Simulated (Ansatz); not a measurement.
Crystal: ZnS (Wurtzite-2H).

```
Zn S
1.0
     3.81100    0.00000    0.00000
    -1.90550    3.30042    0.00000
     0.00000    0.00000    6.23400
Zn S
2 2
Cartesian
  1.9055 1.1001 3.1170
  0.0000 2.2003 0.0000
  1.9055 1.1001 5.5171
  0.0000 2.2003 2.4001
```

| Item | Value |
| --- | --- |
| Program | Ansatz 0.2.0 |
| Task | relaxation of cell and atoms |
| Functional | PBE |
| Dispersion | D4 |
| Potentials or basis | Ansatz PAW |
| Cutoff | 420 eV (not typed: the program's choice for these potentials) |
| k mesh | 8 × 8 × 5 |
| Occupations | fermi-dirac, width 0.05 eV |
| Spin | no spin polarisation |

At the start: volume 19.60 Å³/atom.

Question: Where does the relaxation end?

Answer: It ends after 5 steps and the volume is 19.45 Å³/atom (-0.8 %); space group P6_3mc (No. 186, to 0.05 Å).

The path:
```tsv
step	energy change (eV)	largest force (eV/Å)	volume (Å³)
1	0.0000	0.3219	78.41
2	-0.0123	0.2326	78.11
3	-0.0221	0.0745	78.03
4	-0.0232	0.0001	77.82
5	-0.0229	0.0001	77.82
```

Final structure:
```xyz
4
Lattice="3.7955 0.0000 0.0000 -1.8978 3.2870 0.0000 0.0000 0.0000 6.2373" Properties=species:S:1:pos:R:3 pbc="T T T"
Zn    1.8978    1.0957    3.1535
Zn    0.0000    2.1913    0.0349
S     1.8978    1.0957    5.4851
S     0.0000    2.1913    2.3664
```

Caveat: the plane-wave basis is chosen anew once the cell has moved, so the energies of steps on either side of that aren't comparable.
